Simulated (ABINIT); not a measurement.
A run of ABINIT 10.8.3 (patched build) is set up as follows.

The input run.abi:

```
# Pseudopotentials
pp_dirpath "./"
pseudos "C_ONCV_PBE-1.2.upf"

# Structure
acell 3*1.0
rprim
     0.0000000000     3.3700808789     3.3700808789
     3.3700808789     0.0000000000     3.3700808789
     3.3700808789     3.3700808789     0.0000000000
ntypat 1
znucl 6
natom 2
typat 1 1
xred
     0.7500000000     0.7500000000     0.7500000000
     0.5000000000     0.5000000000     0.5000000000

# Plane-wave basis
ecut 30.0

# k points
kptopt 1
ngkpt 10 10 10
nshiftk 1
shiftk 0.0 0.0 0.0

# Exchange and correlation
ixc 11

# Bands and occupations
nband 8
occopt 3
tsmear 0.05 eV

# SCF cycle
nstep 100
tolvrs 1.0e-10

# Output
iomode 3
prtwf 0
prtden 0
prteig 0
prtebands 0
```

Potentials or basis: SG15 NC PBE v1.2.

Run with:

```bash
$ abinit run.abi > log 2>&1
```

**Question.** What does it give for the band gap on the k mesh?

**Answer.** 4.21 eV, indirect (least direct gap 5.61 eV).

 Expect the measured gap to be larger: semilocal functionals such as PBE lack the derivative discontinuity.
